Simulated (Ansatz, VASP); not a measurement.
**Ta: VASP beside Ansatz**

```
CELL_PARAMETERS angstrom
-1.65128 1.65128 1.65128
1.65128 -1.65128 1.65128
1.65128 1.65128 -1.65128
ATOMIC_POSITIONS crystal
Ta 0.00000 0.00000 0.00000
```

Alike in both runs: task single point; functional PBE; k mesh 7 × 7 × 7; occupations fermi-dirac, width 0.03 eV; no spin polarisation.

|  | VASP | Ansatz |
| --- | --- | --- |
| version | VASP 6.6.1 | Ansatz 0.2.0 |
| potentials or method | VASP PAW PBE potentials, release 64 (Ta_pv), cutoff 520 eV | all-electron LAPW, scalar-relativistic |

VASP gave:

| Quantity | Value |
| --- | --- |
| gap on the k mesh at the Fermi level (eV) | none |
| pressure (GPa) | 3.9 |

Question: Which values does Ansatz return?

Answer: gap on the k mesh at the Fermi level (eV): none; pressure (GPa): 3.7.

A gap of «none» marks a metal or a gap that the smearing closes. Ansatz ran all-electron here, so the differences hold the error of VASP's frozen core and of both bases.

Caveats: the k mesh is coarse (spacing up to 0.38 Å⁻¹), so the values aren't converged; the k mesh is thin for a metal, which can move the energy by tens of meV per atom (Ansatz). The runs have no spin-orbit coupling, so splittings on Ta are missing.
